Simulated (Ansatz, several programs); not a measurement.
KI (Pm-3m) from a database structure, relaxed with PBE in Ansatz (plane waves, PAW): the symmetry is Pm-3m (No. 221, cubic); conventional cell a = 4.340 Å, 40.87 Å³ an atom. K is surrounded by 8 I at 3.76 Å; I is surrounded by 8 K at 3.76 Å. The cell was then scaled with its shape and fractional coordinates held. Spin-unpolarised throughout; all numbers are computed.

```
V (Å³/atom)  E (meV/atom)
     38.420          6.75
     40.873          0.00
     42.099          1.23
     43.325          4.89
```

(1) Pass a cubic E = c₀ + c₁u + c₂u² + c₃u³, with u = V − 41.179 Å³, through these points.

(2) Where is the minimum, and what bulk modulus follows?

(3) Predict the energy and the pressure at the withheld volume, 39.646 Å³.

Results:

(1) c₀ = 0.05, c₁ = +0.462, c₂ = 0.928, c₃ = -0.0433 (meV and Å³).

(2) dE/du = 0 at u = -0.245, so V₀ = 40.93 Å³. B = V₀ d²E/dV² = 40.93 × (2c₂ + 6c₃u) = 40.93 × 1.919 = 79 meV/Å³, and 1 meV/Å³ is 0.16022 GPa: 13 GPa. A third-order Birch-Murnaghan fit to all five points gives 40.93 Å³ and 12 GPa.

(3) With u = -1.533: E ≈ 1.68 meV and P = −dE/dV ≈ +0.43 GPa. The run gives 1.66 meV and, from its stress, +0.43 GPa.
